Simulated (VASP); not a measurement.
# FeO (I4/mmm) in VASP: settings compared

The runs below take FeO through single point, relaxation of cell and atoms, with PBE, PBEsol.

Everything below comes from runs of VASP 6.6.1. Logs are shortened: lines on timing, memory, paths and dates and some standing lists are left out, and cuts for length are marked.

## Step 1: Starting point

It takes space group I4/mmm (No. 139, tetragonal). Conventional cell: a = 3.204 Å, b = 3.204 Å, c = 4.167 Å, α = 90.00°, β = 90.00°, γ = 90.00°. Fe (site symmetry 4/mmm) is surrounded by 6 O at 2.08 to 2.27 Å. O (site symmetry 4/mmm) has 6 Fe at 2.08 to 2.27 Å as nearest neighbours.

The cell comes from a database or a generator and needn't be the stable form of this composition.

## Step 2: Single point, PBE, collinear spin, ferromagnetic start

Input file INCAR:

```
SYSTEM = FeO
PREC     = Accurate       ! precision mode
ENCUT    = 500            ! plane-wave cutoff, eV
EDIFF    = 1E-4           ! SCF threshold, eV
ISMEAR   = 0              ! smearing method
SIGMA    = 0.05           ! smearing width, eV
LREAL    = .FALSE.        ! projectors in reciprocal space
LASPH    = .TRUE.         ! aspherical terms in the spheres
NELM     = 100            ! most SCF steps
ALGO     = Normal         ! electronic algorithm
ISIF     = 2              ! what is computed and relaxed
LWAVE    = .FALSE.        ! write WAVECAR
LCHARG   = .FALSE.        ! write CHGCAR
ISPIN    = 2              ! spin polarisation
MAGMOM   = 3 0            ! initial moments
LORBIT   = 11             ! projections on sites
LMAXMIX  = 4              ! l up to which the mixer works
GGA      = PE             ! functional
ADDGRID  = .FALSE.
```

Input file KPOINTS:

```
Automatic mesh
0
G
  7 7 7
  0 0 0
```

Input file POSCAR:

```
FeO
1.0
   -1.6021034130      1.6021034130      2.0833922500
    1.6021034130     -1.6021034130      2.0833922500
    1.6021034130      1.6021034130     -2.0833922500
Fe O
1 1
Direct
    0.0000000000      0.0000000000      0.0000000000
    0.5000000000      0.5000000000      0.0000000000
```

Potentials or basis: VASP PAW PBE potentials, release 64 (Fe, O).

Run with:

```sh
> cat potpaw_PBE.64/Fe/POTCAR potpaw_PBE.64/O/POTCAR > POTCAR
> mpirun -np 1 vasp_std > vasp.out
```

OUTCAR:

```text
SYSTEM = FeO
   PREC = Accurate
   ENCUT = 500
   EDIFF = 1E-4
   ISMEAR = 0
   LREAL = .FALSE.
   LASPH = .TRUE.
   NELM = 100
   ISIF = 2
   ISPIN = 2
   LORBIT = 11
   GGA = PE

 Found     40 irreducible k-points:

 Following reciprocal coordinates:
            Coordinates               Weight
  0.000000  0.000000  0.000000      1.000000
  0.142857  0.000000 -0.000000      8.000000
  0.285714  0.000000  0.000000      8.000000
  0.428571  0.000000 -0.000000      8.000000
  0.142857  0.142857 -0.000000      8.000000
  0.285714  0.142857 -0.000000     16.000000
   k-points           NKPTS =     40   k-points in BZ     NKDIM =     40   number of bands    NBANDS=     13
   number of dos      NEDOS =    301   number of ions     NIONS =      2
   total plane-waves  NPLWV =  13824
   dimension x,y,z NGX =    24 NGY =   24 NGZ =   24
   dimension x,y,z NGXF=    48 NGYF=   48 NGZF=   48
   ions per type =               1   1
   NGX,Y,Z   is equivalent  to a cutoff of  12.96, 12.96, 12.96 a.u.
   NGXF,Y,Z  is equivalent  to a cutoff of  25.93, 25.93, 25.93 a.u.
 SYSTEM =  FeO
   PREC   = accura    normal or accurate (medium, high low for compatibility)
   ISTART =      0    job   : 0-new  1-cont  2-samecut
   ICHARG =      2    charge: 1-file 2-atom 10-const
   ISPIN  =      2    spin polarized calculation?
   LNONCOLLINEAR =      F non collinear calculations
   LSORBIT =      F    spin-orbit coupling
   LASPH  =      T    aspherical Exc in radial PAW
   ENCUT  =  500.0 eV  36.75 Ry    6.06 a.u.   5.61  5.61  5.61*2*pi/ulx,y,z
   NELM   =    100;   NELMIN=  2; NELMDL= -5     # of ELM steps
   EDIFF  = 0.1E-03   stopping-criterion for ELM
   LREAL  =      F    real-space projection
   EDIFFG = 0.1E-02   stopping-criterion for IOM
   NSW    =      0    number of steps for IOM
   IBRION =     -1    ionic relax: 0-MD 1-quasi-New 2-CG
   NFREE  =      0    steps in history (QN), initial steepest desc. (CG)
   ISIF   =      2    stress and relaxation
   ISYM   =      2    0-nonsym 1-usesym 2-fastsym
   POTIM  = 0.5000    time-step for ionic-motion
   TEBEG  =    0.0;   TEEND  =   0.0 temperature during run
   PSTRESS=    0.0 pullay stress
   NELECT =      14.0000    total number of electrons
   NUPDOWN=      -1.0000    fix difference up-down
   EMIN   =  10.00;   EMAX   =-10.00  energy-range for DOS
   EFERMI =   0.00;   METHOD = LEGACY
   ISMEAR =     0;   SIGMA  =   0.05  broadening in eV -4-tet -1-fermi 0-gaus
   EFERMI_NEDOS =   21; number of points for ismear=-14 and -15
   IALGO  =     38    algorithm
   IMIX   =      4    mixing-type and parameters
     AMIX     =   0.40;   BMIX     =  1.00
     AMIX_MAG =   1.60;   BMIX_MAG =  1.00
  volume/ion in A,a.u.               =      10.70        72.17
  Fermi-wavevector in a.u.,A,eV,Ry     =   1.421391  2.686039 27.488551  2.020352
  Thomas-Fermi vector in A             =   2.542205
   LORBIT       =     11    0 simple, 1 ext, 2 COOP (PROOUT), +10 PAW based schemes
   GGA     = PE    functional components
   LHFCALC =     F    Hartree Fock is set to
   AEXX    =    0.0000 exact exchange contribution
   IVDW    =     0    specifies the selected vdW correction
   LEPSILON=     F    determine dielectric tensor
   LRPA    =     F    only Hartree local field effects (RPA)
 spin polarized calculation
 Gauss-broadening in eV      SIGMA  =   0.05
  energy-cutoff  :      500.00
  volume of cell :       21.39
 maximum number of plane-waves:       551
   NGX = 11   NGY = 11   NGZ = 11

 number of electron      14.0000002 magnetization       4.0017189

 Free energy of the ion-electron system (eV)
  ---------------------------------------------------
  ext. energy  EPLUGINS =         0.00000000
  ---------------------------------------------------
  free energy    TOTEN  =       -14.86404060 eV

  energy without entropy =      -14.86222455  energy(sigma->0) =      -14.86313257

 E-fermi :   5.5077     XC(G=0): -11.7965

 val. band max:        5.5001493394   @ k =  -0.1429  -0.1429   0.1429
 cond. band min:       5.5295996108   @ k =   0.2857   0.0000   0.0000
 fundamental gap:      0.0294502714
 Fermi energy:         5.5076517262

 spin component 1

 k-point     1 :       0.0000    0.0000    0.0000
  band No.  band energies     occupation
      1     -14.7536      1.00000
      2       1.5965      1.00000
      3       1.5965      1.00000
      4       1.7224      1.00000
      5       1.7452      1.00000
      6       1.8671      1.00000
      7       1.9248      1.00000
      8       1.9633      1.00000
      9       1.9633      1.00000
     10       5.3793      0.99986
     11      20.8185      0.00000
     12      22.0413      0.00000
     13      22.0419      0.00000

 k-point     2 :       0.1429    0.0000   -0.0000
  band No.  band energies     occupation
      1     -14.5801      1.00000
      2       0.3184      1.00000
      3       0.6117      1.00000
      4       0.6769      1.00000
      5       1.7671      1.00000
      6       1.9236      1.00000
      7       2.1786      1.00000
      8       3.0273      1.00000
      9       3.2219      1.00000
     10       6.5912      0.00000
     11      17.9871      0.00000
     12      20.6169      0.00000
     13      21.6947      0.00000

 k-point     3 :       0.2857    0.0000    0.0000
  band No.  band energies     occupation
      1     -14.1603      1.00000
      2      -1.4640      1.00000
      3      -0.3306      1.00000
      4      -0.2042      1.00000
      5       2.1068      1.00000
      6       2.1652      1.00000
      7       2.5317      1.00000
      8       4.0170      1.00000
      9       4.4267      1.00000
     10       8.4014      0.00000
     11      15.0041      0.00000
     12      18.3151      0.00000
     13      20.1508      0.00000

 k-point     4 :       0.4286    0.0000   -0.0000
  band No.  band energies     occupation
      1     -13.7856      1.00000
      2      -2.5995      1.00000
      3      -0.8369      1.00000
      4      -0.6823      1.00000
      5       2.3574      1.00000
      6       2.3994      1.00000
      7       2.9176      1.00000
      8       4.5921      1.00000
      9       5.1800      1.00000
     10       9.3148      0.00000
     11      13.5342      0.00000
     12      16.9055      0.00000
     13      18.8550      0.00000

 k-point     5 :       0.1429    0.1429   -0.0000
  band No.  band energies     occupation
      1     -14.3109      1.00000
      2      -0.9173      1.00000
      3      -0.1717      1.00000
      4       0.4203      1.00000
      5       1.9834      1.00000
      6       2.0177      1.00000
      7       2.6016      1.00000
      8       2.8758      1.00000
      9       4.2884      1.00000
     10       8.0797      0.00000
     11      16.3318      0.00000
     12      17.9195      0.00000
     13      21.5979      0.00000

 k-point     6 :       0.2857    0.1429   -0.0000
  band No.  band energies     occupation
      1     -13.9201      1.00000
      2      -2.0196      1.00000
      3      -0.6948      1.00000
      4      -0.3514      1.00000
      5       2.1891      1.00000
      6       2.2597      1.00000
      7       2.8428      1.00000
      8       3.5315      1.00000
      9       5.0024      1.00000
     10       9.7065      0.00000
     11      14.2652      0.00000
     12      16.2412      0.00000
     13      19.5703      0.00000

 [... further k-points ...]

 spin component 2

 k-point     1 :       0.0000    0.0000    0.0000
  band No.  band energies     occupation
      1     -14.2314      1.00000
      2       2.2157      1.00000
      3       2.5397      1.00000
      4       2.5397      1.00000
      5       4.7706      1.00000
      6       4.7707      1.00000
      7       5.0187      1.00000
      8       5.2695      1.00000
      9       5.6115      0.00166
     10       6.6236      0.00000
     11      20.7590      0.00000
     12      22.8709      0.00000
     13      22.9487      0.00000

 k-point     2 :       0.1429    0.0000   -0.0000
  band No.  band energies     occupation
      1     -14.0557      1.00000
      2       1.1294      1.00000
      3       1.8722      1.00000
      4       2.0449      1.00000
      5       4.9970      1.00000
      6       5.0354      1.00000
      7       5.1286      1.00000
      8       6.1089      0.00000
      9       6.1096      0.00000
     10       7.6147      0.00000
     11      18.6392      0.00000
     12      21.7049      0.00000
     13      22.5587      0.00000

 k-point     3 :       0.2857    0.0000    0.0000
  band No.  band energies     occupation
      1     -13.6302      1.00000
      2      -0.6913      1.00000
      3       1.1041      1.00000
      4       1.2803      1.00000
      5       5.4000      0.99884
      6       5.4660      0.88076
      7       5.5296      0.26737
      8       7.0271      0.00000
      9       7.3222      0.00000
     10       9.2604      0.00000
     11      15.8982      0.00000
     12      19.3493      0.00000
     13      21.0842      0.00000

 k-point     4 :       0.4286    0.0000   -0.0000
  band No.  band energies     occupation
      1     -13.2502      1.00000
      2      -1.8554      1.00000
      3       0.6381      1.00000
      4       0.8179      1.00000
      5       5.6641      0.00000
      6       5.9379      0.00000
      7       6.0056      0.00000
      8       7.6627      0.00000
      9       8.1851      0.00000
     10       9.8825      0.00000
     11      14.6076      0.00000
     12      17.8161      0.00000
     13      19.7239      0.00000

 k-point     5 :       0.1429    0.1429   -0.0000
  band No.  band energies     occupation
      1     -13.7829      1.00000
      2      -0.0536      1.00000
      3       1.3032      1.00000
      4       1.5776      1.00000
      5       5.1552      1.00000
      6       5.4084      0.99750
      7       5.6030      0.00349
      8       5.8088      0.00000
      9       7.1702      0.00000
     10       9.1295      0.00000
     11      17.0818      0.00000
     12      19.0093      0.00000
     13      22.7893      0.00000

 k-point     6 :       0.2857    0.1429   -0.0000
  band No.  band energies     occupation
      1     -13.3843      1.00000
      2      -1.2150      1.00000
      3       0.7654      1.00000
      4       0.8576      1.00000
      5       5.3969      0.99914
      6       5.7321      0.00000
      7       6.0159      0.00000
      8       6.5580      0.00000
      9       7.9934      0.00000
     10      10.5777      0.00000
     11      15.1813      0.00000
     12      17.2367      0.00000
     13      20.5936      0.00000

 [... further k-points ...]

------------------------ aborting loop because EDIFF is reached ----------------------------------------

  FORCE on cell =-STRESS in cart. coord.  units (eV):
  Direction    XX          YY          ZZ          XY          YZ          ZX
  --------------------------------------------------------------------------------------
  -------------------------------------------------------------------------------------
  Total       -1.3520048     -1.3520048     -0.6658413      0.0000000     -0.0000000      0.0000000
  in kB     -101.2690394   -101.2690394    -49.8734204      0.0000000     -0.0000000      0.0000000
  external PRESSURE =     -84.1371664 kB  Pullay stress =       0.0000000 kB

 VOLUME and BASIS-vectors are now :
 -----------------------------------------------------------------------------
  energy-cutoff  :      500.00
  volume of cell :       21.39
      direct lattice vectors                 reciprocal lattice vectors
    -1.602103413  1.602103413  2.083392250     0.000000000  0.312089717  0.239993213
     1.602103413 -1.602103413  2.083392250     0.312089717  0.000000000  0.239993213
     1.602103413  1.602103413 -2.083392250     0.312089717  0.312089717  0.000000000

 POSITION                                       TOTAL-FORCE (eV/Angst)
 -----------------------------------------------------------------------------------
      0.00000      0.00000      0.00000         0.000000      0.000000     -0.000000
      0.00000      0.00000      2.08339        -0.000000     -0.000000      0.000000
 -----------------------------------------------------------------------------------
    total drift:                               -0.000000      0.000000     -0.000000

  FREE ENERGIE OF THE ION-ELECTRON SYSTEM (eV)
  ---------------------------------------------------
  free  energy   TOTEN  =       -14.8640406004 eV

  energy  without entropy=      -14.8622245466  energy(sigma->0) =      -14.86313257

 total charge

# of ion       s       p       d       tot
------------------------------------------
    1        0.279   0.326   6.050   6.655
    2        1.560   3.410   0.000   4.969
--------------------------------------------------
tot          1.838   3.735   6.050  11.624

 magnetization (x)

# of ion       s       p       d       tot
------------------------------------------
    1        0.031   0.019   3.571   3.622
    2        0.028   0.267   0.000   0.295
--------------------------------------------------
tot          0.058   0.287   3.571   3.917
```

Wall time 13 s (1 thread of Intel Xeon Platinum 8488C (Sapphire Rapids), shared host); peak memory 0.15 GiB.

The run converged, but some of its settings lie outside the range that counts as converged, so its numbers aren't taken as properties of the crystal.

Results:

| Quantity | Value |
| --- | --- |
| Free energy | -14.8640 eV |
| Pressure | -8.4 GPa |
| Band gap on the k mesh | none (metal or under the smearing width) |
| Net moment | 4.00 μB per cell |
| Site moments | Fe +3.62; O +0.29 μB |
| Valence electrons inside the program's atomic spheres | Fe 6.66; O 4.97 |

Caveat: the k mesh is coarse (spacing up to 0.40 Å⁻¹), so the values aren't converged; a cell with one magnetic atom can't hold antiferromagnetic order, which such compounds often take; semilocal functionals often make such compounds metallic where correlation or magnetic order opens a gap, which also shifts bond lengths.

## Step 3: Single point, PBE, collinear spin, ferromagnetic start

Edit INCAR of step 2 so:

```diff
@@ -2,4 +2,4 @@
 PREC     = Accurate       ! precision mode
-ENCUT    = 500            ! plane-wave cutoff, eV
-EDIFF    = 1E-4           ! SCF threshold, eV
+ENCUT    = 400            ! plane-wave cutoff, eV
+EDIFF    = 1E-6           ! SCF threshold, eV
 ISMEAR   = 0              ! smearing method
```

Input file KPOINTS:

```
Automatic mesh
0
G
  8 8 8
  0 0 0
```

POSCAR is that of step 2.

Potentials or basis: VASP PAW PBE potentials, release 64 (Fe, O).

Run with:

```sh
> cat potpaw_PBE.64/Fe/POTCAR potpaw_PBE.64/O/POTCAR > POTCAR
> mpirun -np 1 vasp_std > vasp.out
```

OUTCAR:

```text
SYSTEM = FeO
   PREC = Accurate
   ENCUT = 400
   EDIFF = 1E-6
   ISMEAR = 0
   LREAL = .FALSE.
   LASPH = .TRUE.
   NELM = 100
   ISIF = 2
   ISPIN = 2
   LORBIT = 11
   GGA = PE

 Found     59 irreducible k-points:

 Following reciprocal coordinates:
            Coordinates               Weight
  0.000000  0.000000  0.000000      1.000000
  0.125000  0.000000 -0.000000      8.000000
  0.250000  0.000000 -0.000000      8.000000
  0.375000  0.000000 -0.000000      8.000000
  0.500000  0.000000 -0.000000      4.000000
  0.125000  0.125000 -0.000000      8.000000
   k-points           NKPTS =     59   k-points in BZ     NKDIM =     59   number of bands    NBANDS=     13
[... 284 lines left out ...]
 -----------------------------------------------------------------------------
  energy-cutoff  :      400.00
  volume of cell :       21.39
      direct lattice vectors                 reciprocal lattice vectors
    -1.602103413  1.602103413  2.083392250     0.000000000  0.312089717  0.239993213
     1.602103413 -1.602103413  2.083392250     0.312089717  0.000000000  0.239993213
     1.602103413  1.602103413 -2.083392250     0.312089717  0.312089717  0.000000000

 POSITION                                       TOTAL-FORCE (eV/Angst)
 -----------------------------------------------------------------------------------
      0.00000      0.00000      0.00000        -0.000000      0.000000     -0.000000
      0.00000      0.00000      2.08339         0.000000     -0.000000      0.000000
 -----------------------------------------------------------------------------------
    total drift:                               -0.000000     -0.000000      0.000000

  FREE ENERGIE OF THE ION-ELECTRON SYSTEM (eV)
  ---------------------------------------------------
  free  energy   TOTEN  =       -14.8798835648 eV

  energy  without entropy=      -14.8783046065  energy(sigma->0) =      -14.87909409

 total charge

# of ion       s       p       d       tot
------------------------------------------
    1        0.278   0.326   6.050   6.654
    2        1.583   3.423   0.000   5.005
--------------------------------------------------
tot          1.861   3.748   6.050  11.659

 magnetization (x)

# of ion       s       p       d       tot
------------------------------------------
    1        0.031   0.020   3.570   3.621
    2        0.028   0.268   0.000   0.296
--------------------------------------------------
tot          0.059   0.287   3.570   3.916
```

OSZICAR:

```text
N       E                     dE             d eps       ncg     rms          rms(c)
DAV:   1     0.657405943957E+02    0.65741E+02   -0.60836E+03  3241   0.100E+03
DAV:   2    -0.125115202631E+02   -0.78252E+02   -0.67824E+02  3236   0.227E+02
DAV:   3    -0.173688052536E+02   -0.48573E+01   -0.46733E+01  3568   0.649E+01
DAV:   4    -0.174179591340E+02   -0.49154E-01   -0.49110E-01  3373   0.659E+00
DAV:   5    -0.174184537647E+02   -0.49463E-03   -0.49463E-03  3513   0.696E-01    0.173E+01
DAV:   6    -0.157061440888E+02    0.17123E+01   -0.25022E+01  3710   0.789E+01    0.207E+01
DAV:   7    -0.149139773604E+02    0.79217E+00   -0.52573E+00  3876   0.502E+01    0.892E+00
DAV:   8    -0.149018912591E+02    0.12086E-01   -0.25525E-01  3634   0.617E+00    0.502E+00
DAV:   9    -0.148846761914E+02    0.17215E-01   -0.12557E-01  4754   0.668E+00    0.113E+00
DAV:  10    -0.148797356477E+02    0.49405E-02   -0.32089E-02  4333   0.405E+00    0.188E-01
DAV:  11    -0.148798603854E+02   -0.12474E-03   -0.48460E-03  4143   0.845E-01    0.755E-02
DAV:  12    -0.148798658784E+02   -0.54930E-05   -0.12881E-04  3898   0.144E-01    0.533E-02
DAV:  13    -0.148798804384E+02   -0.14560E-04   -0.70920E-05  3934   0.119E-01    0.299E-02
DAV:  14    -0.148798858282E+02   -0.53898E-05   -0.10398E-05  3395   0.483E-02    0.139E-02
DAV:  15    -0.148798841182E+02    0.17100E-05   -0.47117E-06  3383   0.296E-02    0.687E-03
DAV:  16    -0.148798835648E+02    0.55344E-06   -0.51302E-07  1579   0.149E-02
   1 F= -.14879884E+02 E0= -.14879094E+02  d E =-.157896E-02  mag=     4.0039
```

It took 28 s on 1 thread of Intel Xeon Platinum 8488C (Sapphire Rapids), shared host; peak memory 0.14 GiB.

The run converged, but some of its settings lie outside the range that counts as converged, so its numbers aren't taken as properties of the crystal.

What came out:

```
Free energy                                           : -14.8799 eV
Band gap on the k mesh                                : none (metal or under the smearing width)
Net moment                                            : 4.00 μB per cell
Site moments                                          : Fe +3.62; O +0.30 μB
Valence electrons inside the program's atomic spheres : Fe 6.65; O 5.00
```

Caveat: the cutoff is under 1.25 times the usual one of these potentials, so pressure, stress and relaxed cells hold a basis-set (Pulay) error; a cell with one magnetic atom can't hold antiferromagnetic order, which such compounds often take; semilocal functionals often make such compounds metallic where correlation or magnetic order opens a gap, which also shifts bond lengths.

(Part 1 of 2 ends here.)
